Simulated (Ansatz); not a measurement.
Wanted: an ASE script for an Ansatz 0.2.0 run.

```
Task                                : band structure
Functional                          : HF
Potentials or basis                 : PseudoDojo LDA
Cutoff                              : 770 eV
Density cutoff                      : 3080 eV
k mesh                              : 5 × 5 × 5
Occupations                         : cold, width 0.05 eV
Spin                                : no spin polarisation
Driver                              : chain
Path                                : [["G", "X", "W", "K", "G", "L", "U", "W", "L", "K"], ["U", "X"]]
Points for each segment of the path : 4
```

The structure of BaS lies in BaS.cif:

```cif
data_BaS
_cell_length_a 4.51664456
_cell_length_b 4.51664456
_cell_length_c 4.51664456
_cell_angle_alpha 60.00000000
_cell_angle_beta 60.00000000
_cell_angle_gamma 60.00000000
_space_group_name_H-M_alt 'P1'
_space_group_name_Hall 'P 1'
_space_group_IT_number 1
loop_
_space_group_symop_operation_xyz
'x,y,z'
loop_
_atom_site_label
_atom_site_type_symbol
_atom_site_symmetry_multiplicity
_atom_site_Wyckoff_symbol
_atom_site_fract_x
_atom_site_fract_y
_atom_site_fract_z
_atom_site_occupancy
Ba1 Ba 1 a 0.0000000000 0.0000000000 0.0000000000 1
S1 S 1 a 0.5000000000 0.5000000000 0.5000000000 1
```

The input as run:

run.py

```python
import json

import ase.io
import numpy as np

import ansatz as az

atoms = ase.io.read("BaS.cif")
atoms.info.pop("occupancy", None)

calculation = (
    az.Crystal.from_ase(atoms)
    .calculation()
    .kpoints(5, 5, 5)
    .functional("hf")
    .pseudopotentials(kind="nc", accuracy="standard", xc_functional="lda")
    .scf(extra_bands=6)
    .occupations(method="cold", width=0.05)
    .band_structure(path=(((0.0, 0.0, 0.0), (0.5, 0.0, 0.5), (0.5, 0.25, 0.75), (0.375, 0.375, 0.75), (0.0, 0.0,
        0.0), (0.5, 0.5, 0.5), (0.625, 0.25, 0.625), (0.5, 0.25, 0.75), (0.5, 0.5, 0.5), (0.375, 0.375, 0.75)),
        ((0.625, 0.25, 0.625), (0.5, 0.0, 0.5))), intervals=4)
    .forces()
    .stress()
    .band_table(publish=True)
)
outcome = calculation.run(threads=2, events_out="events.jsonl")

report = outcome.report
for line in open("events.jsonl"):
    event = json.loads(line)
    if event["event"] == "scf_iter":
        d = event["data"]
        print(f"SCF {d['iter']:3d}  HF = {d['harris_foulkes_ev']:.6f} eV  dr2 = {d['dr2_ev']:.2e} eV")
    elif event["event"] in ("relax_step", "md_step"):
        d = event["data"]
        print(f"{event['event']} {d['step']:3d}  E = {d['lagrangian_ev']:.6f} eV")
np.set_printoptions(precision=5, suppress=True, linewidth=110)
print("converged:", report["converged"], "after", report["n_iterations"], "iterations")
print(f"free energy {report['free_energy_ev']:.6f} eV, Fermi level {report['fermi_energy_ev']:.4f} eV")
for key in ("band_edges_ev", "magnetization_mub", "site_moments_mub", "site_moments_nc_mub", "forces_ev_ang",
                "stress_gpa"):
    if report.get(key) is not None:
        print(key, np.array(report[key]), sep="\n")
```

Potentials or basis: PseudoDojo LDA.

Run with:

```sh
$ python run.py
```

It gave:

```
Pressure                : 5.9 GPa
Band gap on the k mesh  : 9.16 eV, indirect (least direct gap 9.34 eV)
Band gap along the path : 9.02 eV, indirect (least direct gap 9.18 eV)
```

Caveat: the potentials were made for another functional, which shifts forces and pressure; the k mesh misses the band edges, so the gap on the mesh is wider than the one along the path; spin-orbit coupling is left out, which moves the levels of the heavy elements; the thresholds are loose for stress.

Run time: 3.2 min on 2 threads of Arm Neoverse V1, on a shared host, peak memory 1.5 GiB.
